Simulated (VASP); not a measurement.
Sb, 2 atoms in the cell. It takes space group R-3m (No. 166, trigonal). The conventional cell has a = 4.308 Å, b = 4.308 Å, c = 11.274 Å, α = 90.00°, β = 90.00°, γ = 120.00°. Sb (site symmetry 3m) is surrounded by 3 Sb at 2.91 Å. 

| Item | Value |
| --- | --- |
| Program | VASP 6.6.1 |
| Task | relaxation of cell and atoms |
| Functional | PBE |
| Dispersion | D3(BJ) |
| Potentials or basis | VASP PAW PBE potentials, release 64 (Sb) |
| Cutoff | 600 eV |
| k mesh | 10 × 10 × 10 |
| Occupations | methfessel-paxton, width 0.1 eV |
| Spin | no spin polarisation |
| Further INCAR settings | ALGO = Normal; EDIFF = 1e-06; IBRION = 2; EDIFFG = -0.01; NSW = 90; ISIF = 3 |

Potentials or basis: VASP PAW PBE potentials, release 64 (Sb).

Command:

```console
$ cat potpaw_PBE.64/Sb/POTCAR > POTCAR
$ mpirun -np 2 vasp_std > vasp.out
```

Hardware: 2 MPI ranks on Intel(R) Xeon(R) Platinum 8488C (Sapphire Rapids), with other jobs on the host.

Question: Estimate the wall time of this run.

Answer: It took 65 s on 2 MPI ranks on Intel(R) Xeon(R) Platinum 8488C (Sapphire Rapids), on a shared host, peak memory 0.26 GiB a rank. Counts: scf iterations 43, k points 116, ion steps 8.
